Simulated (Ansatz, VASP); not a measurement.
# Cross-check of SiGe2 between VASP and Ansatz

One calculation is typed for both programs; each brings its own data sets. How far apart do they land? The cell is generated by rule, not measured, and may not be a known phase. The cell is taken from a series of runs on this material, whose earlier steps may have relaxed, scaled, displaced or heated it; both programs get it as it stands.

Program: Ansatz 0.2.0. Level of theory: plane waves, with VASP 6.6.1 beside it; single point at r2SCAN. Results are calculated unless marked as measured.

The structure was built from a prototype and need not be the compound's stable phase.

## (1) Starting point

It takes space group I4_1/amd (No. 141, tetragonal). Conventional cell: a = 7.478 Å, b = 7.478 Å, c = 10.576 Å, α = 90.00°, β = 90.00°, γ = 90.00°. Si has 4 Ge at 2.28 to 2.30 Å nearest. Ge has 2 Si at 2.28 to 2.30 Å nearest. Farther neighbours are not listed.

## (2) Ansatz: single point, r2SCAN

Ansatz runs on its default PAW (the set named soft_2) files.

With cell and atoms fixed, the geometry can't cause a difference; cores, projectors, grids and the points listed under the comparison can.

Contents of input.yaml:

```yaml
crystal:
  lattice:
    - [5.2880224348, 5.2880224348, 0.0]
    - [5.2880224348, 0.0, 5.2880224348]
    - [5.2880224348, 0.0, -5.2880224348]
  atoms:
    - { symbol: Si, position: [0.0050086928, 0.4974956536, 0.4974956536] }
    - { symbol: Si, position: [-0.0050086928, 0.0025043464, 1.0025043464] }
    - { symbol: Si, position: [0.4949913072, 0.2525043464, 0.7525043464] }
    - { symbol: Si, position: [0.5050086928, 0.7474956536, 0.2474956536] }
    - { symbol: Ge, position: [0.255045359, 0.1184921951, 0.8724773205] }
    - { symbol: Ge, position: [0.244954641, 0.6315078049, 0.3775226795] }
    - { symbol: Ge, position: [0.755045359, 0.1224773205, 0.8684921951] }
    - { symbol: Ge, position: [0.744954641, 0.6275226795, 0.3815078049] }
    - { symbol: Ge, position: [0.255045359, 0.6264624459, 0.8724773205] }
    - { symbol: Ge, position: [0.244954641, 0.1235375541, 0.3775226795] }
    - { symbol: Ge, position: [0.755045359, 0.1224773205, 0.3764624459] }
    - { symbol: Ge, position: [0.744954641, 0.6275226795, 0.8735375541] }
kpoints:
  mp_grid: { grid: [8, 8, 8] }
hamiltonian:
  xc: r2scan
scf:
  occupations: { method: methfessel_paxton, width: 0.2 }
output:
  forces: true
  stress: true
  eigenvalues: true
```

On the command line:

```bash
$ ansatz run input.yaml --threads 8 --pin off --max-ram 14336MiB --backend cpu --events-out ev --progress --plain --runs-dir out
```

Numbers of over 12 decimals in the logs are rounded to 6 here.

Output:

```text
Engine: ansatz 0.2.0, aarch64-unknown-linux-gnu
Pseudopotentials: kind: paw
Pseudopotential: Si, paw, valence charge 4, recommended cutoff 500 eV (meta_gga), Si.paw.azcp
Pseudopotential: Ge, paw, valence charge 14, recommended cutoff 500 eV (meta_gga), Ge.paw.azcp
Functional definition: r2SCAN
  parameter k0 = 0.174
  parameter k1 = 0.065
  parameter a1 = 4.9479
  exchange = r2scan_x(k0 = k0, k1 = k1, a1 = a1)
  correlation = r2scan_c
Crystal: 12 atoms, lattice volume = 295.740 Å³
Basis set: ecut = 500 eV, 7583 PW (Γ), exchange–correlation on 240×240×240 points (64 copies of the dense FFT grid, shifted against one another)
Bands: 77, of which v1, the nominal top of the filled ones, is band 64 counted from 1 (63 counted from 0)
Symmetry: 16 space group operations
Space group: I41/amd (ITA 141), of the structure as read, at distance tolerance 6.7e-5 Å
k-points: 59 of 512
Non-local potential: Si, projectors of the file, l = 0: 2, l = 1: 2, l = 2: 2
Non-local potential: Ge, projectors of the file, l = 0: 2, l = 1: 2, l = 2: 3, l = 3: 1
PAW form: soft (Blöchl's): semilocal exchange-correlation on the pseudo side does not see the compensation charge
PAW frozen core: Si, regenerated for the run's functional (the file was generated under x = pbe(κ = 0.804, μ = 0.219515), c = pbe(β = 0.066725))
PAW frozen core: Ge, regenerated for the run's functional (the file was generated under x = pbe(κ = 0.804, μ = 0.219515), c = pbe(β = 0.066725))
PAW one-centre angular grid: Si, 302 points (default); XC on 160 Gauss nodes
PAW one-centre angular grid: Ge, 590 points (default); XC on 160 Gauss nodes
Initial density: superposition of atomic densities (neutral atoms: chi_scale 0, normalization atom), corrected by the library's trained network
Initial wavefunctions: pseudopotential atomic-orbital guess
Functional: x = r2scan, c = r2scan; τ floored in thin density (d = 2e-4 eV/Å³)
SCF iter   1: F=—  HF=-36966.954456 eV  |F-HF|=—  |Δ(HF+E_count)|=         —  Δρ=7.79e-3  dr2=1.61e-1  dr2_τ=3.03e-2  ethr=1.77e-3  ⟨swp⟩=6.5  Hψ=17238  notcnv=0
preconditioner: auto → Kerker (q_TF=auto, 2.373 Å⁻¹)  [metal: Δε(μ)=0.010 eV  Ē_g=7.422 eV  σ=0.200 eV  W_gap=0.04  n_scr=58 (ndim 8)  ℏωp=15.0 eV  f_vac=0.000  D(μ)=7.51/eV (n_scr^D=58)]
SCF iter   2: F=—  HF=-36967.015900 eV  |F-HF|=—  |Δ(HF+E_count)|=   6.14e-2  S|Δr|=    0.00e0  Δρ=3.99e-3  dr2=5.44e-2  dr2_τ=1.94e-4  ethr=1.26e-4  ⟨swp⟩=2.0  Hψ=9041  notcnv=0
SCF iter   3: F=—  HF=-36967.008972 eV  |F-HF|=—  |Δ(HF+E_count)|=   6.93e-3  S|Δr|=    0.00e0  Δρ=2.12e-3  dr2=1.49e-2  dr2_τ=1.12e-4  ethr=4.25e-5  ⟨swp⟩=2.2  Hψ=5741  notcnv=0
SCF iter   4: F=—  HF=-36967.006878 eV  |F-HF|=—  |Δ(HF+E_count)|=   2.09e-3  S|Δr|=    0.00e0  Δρ=3.15e-4  dr2=3.95e-4  dr2_τ=3.01e-6  ethr=1.16e-5  ⟨swp⟩=2.0  Hψ=5795  notcnv=0
SCF iter   5: F=—  HF=-36967.007113 eV  |F-HF|=—  |Δ(HF+E_count)|=   2.35e-4  S|Δr|=    0.00e0  Δρ=1.15e-4  dr2=8.03e-5  dr2_τ=3.20e-7  ethr=3.09e-7  ⟨swp⟩=3.0  Hψ=8914  notcnv=0
SCF iter   6: F=—  HF=-36967.007139 eV  |F-HF|=—  |Δ(HF+E_count)|=   2.59e-5  S|Δr|=    0.00e0  Δρ=3.07e-5  dr2=6.81e-6  dr2_τ=5.20e-8  ethr=6.27e-8  ⟨swp⟩=2.9  Hψ=9381  notcnv=0  defer=4
SCF iter   7: F=—  HF=-36967.007143 eV  |F-HF|=—  |Δ(HF+E_count)|=   3.38e-6  S|Δr|=    0.00e0  Δρ=1.11e-5  dr2=6.02e-7  dr2_τ=2.11e-9  ethr=5.32e-9  ⟨swp⟩=2.4  Hψ=7196  notcnv=0  defer=4
SCF iter   8: F=-36967.007143 eV  HF=-36967.007143 eV  |F-HF|=1.71e-8  |Δ(HF+E_count)|=   3.77e-7  S|Δr|=    0.00e0  Δρ=2.62e-6  dr2=6.96e-8  dr2_τ=2.10e-10  ethr=7.81e-11  ⟨swp⟩=11.7  Hψ=20576  notcnv=0
SCF 1 converged in 8 iterations: F = -36967.007143 eV  dr2 = 6.96e-8
  greatest PAW one-centre occupation: 0.998 electrons in one spin orbital (limit 2), on the Ge atom at site 7 (counted from 0), in its partial waves of l = 2
SCF converged after 8 iterations
Stability not checked: this state was not tested for a lower state beside it, because cold or Methfessel-Paxton smearing, or corrected tetrahedra, fill the levels in a way that the test cannot read (fill_not_monotonic; see scf.lower_state_search)
Free energy (F): -36967.007143 eV
Harris-Foulkes:  -36967.007143 eV  (|F-HF|=1.71e-8)
Internal energy: -36966.997588 eV  (E = F + TS)
E sigma→0 (E₀):  -36967.004754 eV
Entropy (-TS):   -0.009555 eV (-0.796 meV/atom)
Fermi energy:    6.476151 eV
--- Per-component energies (eV) ---
  E_band       = -1493.102396
  E_kinetic    = 1036.090865
  E_local      = -20830.032934  (includes V_loc(G=0)·N_el)
  E_nonlocal   = 3442.248264
  E_hartree    = 9065.243022
  E_xc         = -749.474160
  E_vxc        = -731.045250  (∫ρ·V_xc dr)
  E_paw        = -18331.612888  (= ΣΔE_a)
  E_vpaw       = -2580.503633  (= ΣTr[D̂ρ^β])
  E_aug_tail   = 0.000175  (compensation charges beyond the density's cutoff)
  E_vtau       = 39.666825  (kinetic-family band-sum trace: ∫τ·v_τ [+ j·A + Jᵃ·Aᵃ] dr)
  E_ewald      = -10590.468075
  E_core_change = -8.991858  (= ΣΔE_core)
  E_smearing   = -0.009555  (= −TS)
  E_closure    = 0.000000  (closes the sum)
  Σ components = -36967.007143   (vs F -36967.007143, Δ=0.00e0)
--- Forces (eV/Å), atoms counted from 1 ---
  atom   1  Si    -0.00000000     0.07587116    -0.00000000
  atom   2  Si    -0.00000000    -0.07587116     0.00000000
  atom   3  Si     0.00000000    -0.07587116     0.00000000
  atom   4  Si    -0.00000000     0.07587116     0.00000000
  atom   5  Ge    -0.17382182     0.20578841    -0.17382182
  atom   6  Ge     0.17382182    -0.20578841     0.17382182
  atom   7  Ge    -0.17382182     0.20578841     0.17382182
  atom   8  Ge     0.17382182    -0.20578841    -0.17382182
  atom   9  Ge     0.17382182     0.20578841     0.17382182
  atom  10  Ge    -0.17382182    -0.20578841    -0.17382182
  atom  11  Ge     0.17382182     0.20578841    -0.17382182
  atom  12  Ge    -0.17382182    -0.20578841     0.17382182
  max |Σ_I F_I| component: 5.55e-17 eV/Å
--- Stress (GPa, compression-positive) ---
       -0.056108       0.000000       0.000000
        0.000000      -0.169821       0.000000
        0.000000       0.000000      -0.056108
  P = ⅓ Tr σ = -0.0940 GPa (-0.940 kbar)
--- Band table (eV; the first three rows and the last of 59) ---
  k-point 0: bands = [... 60 lower, 5.7812, 5.8148, 6.6782, 7.4438, 7.4438, 7.4595, 8.0668, 8.0949, ... 9 higher]
  k-point 1: bands = [... 60 lower, 5.7154, 5.7499, 6.9728, 6.9832, 7.2612, 7.4974, 7.9382, 8.0184, ... 9 higher]
  k-point 2: bands = [... 60 lower, 5.5233, 5.9027, 6.4292, 6.4422, 7.0384, 7.4850, 7.5127, 7.6176, ... 9 higher]
  k-point 58: bands = [... 60 lower, 4.8565, 4.8565, 5.9212, 5.9212, 6.6715, 6.6715, 7.0894, 7.0894, ... 9 higher]
```

The run ends at a pressure of -0.09 GPa, with forces up to 0.32 eV/Å.

## (3) VASP: single point, r2SCAN

The same cell, functional, mesh and smearing now go to VASP, with its own data sets.

Lines of VASP's logs that name or quote its potential files are left out, and so is its time.

Contents of INCAR:

```
SYSTEM = SiGe2
PREC = Accurate
ENCUT = 550
EDIFF = 1E-06
NELM = 120
ISMEAR = 1
SIGMA = 0.2
LREAL = .FALSE.
ALGO = Normal
METAGGA = R2SCAN
LASPH = .TRUE.
NBANDS = 79
LORBIT = 11
LWAVE = .FALSE.
LCHARG = .FALSE.
ISIF = 2
GGA_COMPAT = .FALSE.
LMIXTAU = .TRUE.
KPAR = 2
```

Contents of POSCAR:

```
SiGe2
1.0
    5.2880224348      5.2880224348      0.0000000000
    5.2880224348      0.0000000000      5.2880224348
    5.2880224348      0.0000000000     -5.2880224348
Si Ge
4 8
Direct
    0.0050086928      0.4974956536      0.4974956536
    0.9949913072      0.0025043464      0.0025043464
    0.4949913072      0.2525043464      0.7525043464
    0.5050086928      0.7474956536      0.2474956536
    0.2550453590      0.1184921951      0.8724773205
    0.2449546410      0.6315078049      0.3775226795
    0.7550453590      0.1224773205      0.8684921951
    0.7449546410      0.6275226795      0.3815078049
    0.2550453590      0.6264624459      0.8724773205
    0.2449546410      0.1235375541      0.3775226795
    0.7550453590      0.1224773205      0.3764624459
    0.7449546410      0.6275226795      0.8735375541
```

Contents of KPOINTS:

```
Automatic mesh
0
Gamma
8 8 8
0 0 0
```

PAW data sets: Si and Ge_d (PBE family, release 64).

On the command line:

```bash
$ mpirun -np 2 vasp_std
```

Output:

```text
[banner, memory and clock lines left out]
running    2 mpi-ranks, on    1 nodes
 distrk:  each k-point on    1 cores,    2 groups
 distr:  one band on    1 cores,    1 groups

 POSCAR found type information on POSCAR SiGe
 POSCAR found :  2 types and      12 ions
|                                                                             |
|               ----> ADVICE to this user running VASP <----                  |
|                                                                             |
|     You enforced a specific xc type in the INCAR file but a different       |
|     [... a line on the potential file left out ...]
|     I HOPE YOU KNOW WHAT YOU ARE DOING!                                     |
|                                                                             |

 LDA part: xc-table for (None), standard interpolation
 POSCAR, INCAR and KPOINTS ok, starting setup
 FFT: planning ... GRIDC
 FFT: planning ... GRID_SOFT
 FFT: planning ... GRID
 WAVECAR not read
 entering main loop
       N       E                     dE             d eps       ncg     rms          rms(c)
DAV:   1     0.165684159700E+04    0.16568E+04   -0.59295E+04 11981   0.395E+03
DAV:   2     0.212238551148E+03   -0.14446E+04   -0.13809E+04  9322   0.121E+03
DAV:   3    -0.111612084274E+03   -0.32385E+03   -0.30948E+03  9751   0.269E+02
DAV:   4    -0.146209179691E+03   -0.34597E+02   -0.33065E+02 10997   0.944E+01
DAV:   5    -0.147716011659E+03   -0.15068E+01   -0.14861E+01 10480   0.205E+01    0.106E+01
DAV:   6    -0.139603896715E+03    0.81121E+01   -0.24436E+00 10426   0.126E+01    0.632E+00
DAV:   7    -0.128257719649E+03    0.11346E+02   -0.25845E+00 10081   0.790E+00    0.190E+00
DAV:   8    -0.132506670175E+03   -0.42490E+01   -0.20558E+00 10045   0.564E+00    0.709E-01
DAV:   9    -0.133557230726E+03   -0.10506E+01   -0.56952E-01 10180   0.256E+00    0.599E-01
DAV:  10    -0.133992586867E+03   -0.43536E+00   -0.17051E-01 10401   0.227E+00    0.323E-01
DAV:  11    -0.132824912455E+03    0.11677E+01   -0.80743E-01  9462   0.312E+00    0.174E-01
DAV:  12    -0.133542731826E+03   -0.71782E+00   -0.67122E-01  9392   0.248E+00    0.149E-01
DAV:  13    -0.133539883535E+03    0.28483E-02   -0.39851E-02 10827   0.751E-01    0.137E-01
DAV:  14    -0.133542126846E+03   -0.22433E-02   -0.23893E-03 11641   0.190E-01    0.967E-02
[...]
DAV:  19    -0.133553999747E+03   -0.16569E-03   -0.31061E-04  9868   0.778E-02    0.120E-02
DAV:  20    -0.133554039070E+03   -0.39323E-04   -0.42355E-05  7981   0.279E-02    0.106E-02
DAV:  21    -0.133554064227E+03   -0.25157E-04   -0.25740E-06  8207   0.896E-03    0.908E-03
DAV:  22    -0.133554111829E+03   -0.47603E-04   -0.12634E-05  7536   0.168E-02    0.524E-03
DAV:  23    -0.133554121313E+03   -0.94832E-05   -0.47082E-06  7627   0.119E-02    0.370E-03
DAV:  24    -0.133554122888E+03   -0.15754E-05   -0.12164E-06  6836   0.553E-03    0.191E-03
DAV:  25    -0.133554124123E+03   -0.12346E-05   -0.71868E-07  5999   0.434E-03    0.893E-04
DAV:  26    -0.133554123265E+03    0.85756E-06   -0.21889E-07  5494   0.290E-03
   1 F= -.13355412E+03 E0= -.13355093E+03  d E =-.959129E-02
```

From OUTCAR (step 3):

```text
ion  position               nearest neighbor table
   1  0.005  0.497  0.497-  10 2.28   6 2.28   8 2.30  12 2.30
   2  0.995  0.003  0.003-  11 2.28   7 2.28   5 2.30   9 2.30
   3  0.495  0.253  0.753-   9 2.28   5 2.28   7 2.30  11 2.30
   4  0.505  0.747  0.247-  12 2.28   8 2.28   6 2.30  10 2.30
   5  0.255  0.118  0.872-   3 2.28   2 2.30
   6  0.245  0.632  0.378-   1 2.28   4 2.30
   7  0.755  0.122  0.868-   2 2.28   3 2.30
   8  0.745  0.628  0.382-   4 2.28   1 2.30
   9  0.255  0.626  0.872-   3 2.28   2 2.30
  10  0.245  0.124  0.378-   1 2.28   4 2.30
  11  0.755  0.122  0.376-   2 2.28   3 2.30
  12  0.745  0.628  0.874-   4 2.28   1 2.30

  LATTYP: Found a face centered cubic cell.
 ALAT       =    10.5760448696

 Subroutine GETGRP returns: Found 16 space group operations
 (whereof  4 operations were pure point group operations)

The static configuration has the point symmetry C_2v.
 The point group associated with its full space group is D_4h.

 Found     59 irreducible k-points:

   k-points           NKPTS =     59   k-points in BZ     NKDIM =     59   number of bands    NBANDS=     79

   dimension x,y,z NGX =    60 NGY =   60 NGZ =   60
   dimension x,y,z NGXF=   120 NGYF=  120 NGZF=  120

   ENCUT  =  550.0 eV  40.42 Ry    6.36 a.u.  14.30 14.30 14.30*2*pi/ulx,y,z

   NELECT =     128.0000    total number of electrons

 k-points in reciprocal lattice and weights: Automatic mesh
   0.00000000  0.00000000  0.00000000       0.002
   0.12500000  0.00000000  0.00000000       0.004
   0.12500000  0.12500000  0.12500000       0.008
   0.25000000  0.00000000  0.00000000       0.004
   0.25000000  0.25000000  0.25000000       0.008
   0.37500000  0.00000000  0.00000000       0.004
   0.37500000  0.37500000  0.37500000       0.008
   0.50000000  0.00000000  0.00000000       0.002
   0.50000000  0.50000000  0.50000000       0.004
[...]
-0.25000000  0.25000000  0.25000000       0.008
   0.25000000  0.50000000  0.50000000       0.004

 average (electrostatic) potential at core
       1 -89.1535       2 -89.1535       3 -89.1535       4 -89.1535       5 -80.4354
       6 -80.4354       7 -80.4354       8 -80.4354       9 -80.4354      10 -80.4354
      11 -80.4354      12 -80.4354

 E-fermi :   4.1626

 k-point     1 :       0.0000    0.0000    0.0000
  band No.  band energies     occupation
    ...
     58       1.2324      2.00000
     59       2.4983      2.00000
     60       3.4733      2.00001
     61       3.4733      2.00001
     62       3.5063      2.00004
     63       4.3578     -0.04500
     64       5.1279     -0.00000
     65       5.1279     -0.00000
     66       5.1436     -0.00000
     67       5.7562     -0.00000
    ...

 k-point     2 :       0.1250    0.0000    0.0000
  band No.  band energies     occupation
    ...
     58       1.4157      2.00000
     59       2.6440      2.00000
     60       3.0555      2.00000
     61       3.3236      2.00000
     62       3.3236      2.00000
     63       4.7067     -0.00082
     64       4.7067     -0.00082
     65       4.7809     -0.00011
     66       5.1653     -0.00000
     67       5.3137     -0.00000
    ...

 k-point     3 :       0.1250    0.1250    0.1250
  band No.  band energies     occupation
    ...
     58       1.4231      2.00000
     59       2.6975      2.00000
     60       2.9385      2.00000
     61       3.3224      2.00000
     62       3.3910      2.00000
     63       4.6972     -0.00103
     64       4.7176     -0.00062
     65       4.7668     -0.00017
     66       5.1625     -0.00000
     67       5.3318     -0.00000
    ...

  Total       -0.1249006     -0.3331846     -0.1249006      0.0000000      0.0000000      0.0000000
  in kB       -0.6766517     -1.8050350     -0.6766517      0.0000000      0.0000000      0.0000000
  external PRESSURE =      -1.0527795 kB  Pullay stress =       0.0000000 kB

  energy-cutoff  :      550.00
  volume of cell :      295.74
      direct lattice vectors                 reciprocal lattice vectors
     5.288022435  5.288022435  0.000000000     0.000000000  0.189106611  0.000000000
     5.288022435  0.000000000  5.288022435     0.094553305 -0.094553305  0.094553305
     5.288022435  0.000000000 -5.288022435     0.094553305 -0.094553305 -0.094553305

 POSITION                                       TOTAL-FORCE (eV/Angst)
 -----------------------------------------------------------------------------------
      5.28802      0.02649      0.00000         0.000000      0.075433     -0.000000
      5.28802      5.26154      0.00000         0.000000     -0.075433     -0.000000
      7.93203      2.61753     -2.64401         0.000000     -0.075433      0.000000
      7.93203      2.67050      2.64401        -0.000000      0.075433      0.000000
      6.58895      1.34869     -3.98709        -0.172713      0.206695     -0.172713
      6.63110      1.29533      1.34308         0.172713     -0.206695      0.172713
      9.23297      3.99270     -3.94494        -0.172713      0.206695      0.172713
      9.27511      3.93934      1.30093         0.172713     -0.206695     -0.172713
      9.27511      1.34869     -1.30093         0.172713      0.206695      0.172713
      3.94494      1.29533     -1.34308        -0.172713     -0.206695     -0.172713
      6.63110      3.99270     -1.34308         0.172713      0.206695     -0.172713
     11.87698      3.93934     -1.30093        -0.172713     -0.206695      0.172713
 -----------------------------------------------------------------------------------
    total drift:                                0.000000      0.000000     -0.000000

  FREE ENERGIE OF THE ION-ELECTRON SYSTEM (eV)
  ---------------------------------------------------
  free  energy   TOTEN  =      -133.5541232650 eV

  energy  without entropy=     -133.5445319776  energy(sigma->0) =     -133.55092617

 total charge
# of ion       s       p       d       tot
------------------------------------------
    1        0.782   0.876   0.000   1.658
    2        0.782   0.876   0.000   1.658
    3        0.782   0.876   0.000   1.658
    4        0.782   0.876   0.000   1.658
    5        1.182   1.119   9.995  12.296
    6        1.182   1.119   9.995  12.296
    7        1.182   1.119   9.995  12.296
    8        1.182   1.119   9.995  12.296
    9        1.182   1.119   9.995  12.296
   10        1.182   1.119   9.995  12.296
   11        1.182   1.119   9.995  12.296
   12        1.182   1.119   9.995  12.296
--------------------------------------------------
tot         12.587  12.455  79.960 105.003

[... 3 further parts left out ...]
```

The run ends at a pressure of -0.11 GPa, with forces up to 0.32 eV/Å.

## (4) Side by side

Known differences besides the potentials themselves: VASP keeps PBE cores, Ansatz makes them for the functional; the cutoff is 500 eV in Ansatz and 550 eV in VASP. Total energies have different zeros and are not compared.

The two programs side by side:

```
      quantity  Ansatz   VASP  difference
pressure (GPa)   -0.09  -0.11       +0.01
```

Forces on 7 of the 12 atoms, those with the largest forces and the largest differences (eV/Å; atoms numbered as in POSCAR):

```
atom          Ansatz x, y, z            VASP x, y, z
 Ge6    0.174, -0.206, 0.174    0.173, -0.207, 0.173
 Ge7    -0.174, 0.206, 0.174    -0.173, 0.207, 0.173
 Ge8   0.174, -0.206, -0.174   0.173, -0.207, -0.173
 Ge9     0.174, 0.206, 0.174     0.173, 0.207, 0.173
Ge10  -0.174, -0.206, -0.174  -0.173, -0.207, -0.173
Ge11    0.174, 0.206, -0.174    0.173, 0.207, -0.173
Ge12   -0.174, -0.206, 0.174   -0.173, -0.207, 0.173
```

The forces differ by 0.9 meV/Å r.m.s., which is 0.6 % of the r.m.s. force of 0.153 eV/Å (both taken over all components).

## (5) Outcome

- r.m.s. force difference (single point, r2SCAN): 0.87 meV/Å

The r.m.s. force difference is 0.87 meV/Å (single point, r2SCAN), within the 12 meV/Å picked in this series as the mark of a large difference. Such differences can come from data sets, numerical settings and the points named under the comparisons, not from the functional's error against experiment.

[Lines on the potential files, build, host, timing and source positions are cut from VASP's logs without a mark.]

[Logs are printed without paths, hosts, clocks, repeated set-up lines and the standing remarks that a program may print on its own settings, such as how far it seeks lower states.]

[Hosts, paths, dates, database ids (printed as entryN), source tags and the programs' standing remarks are cut or masked in the printed files.]
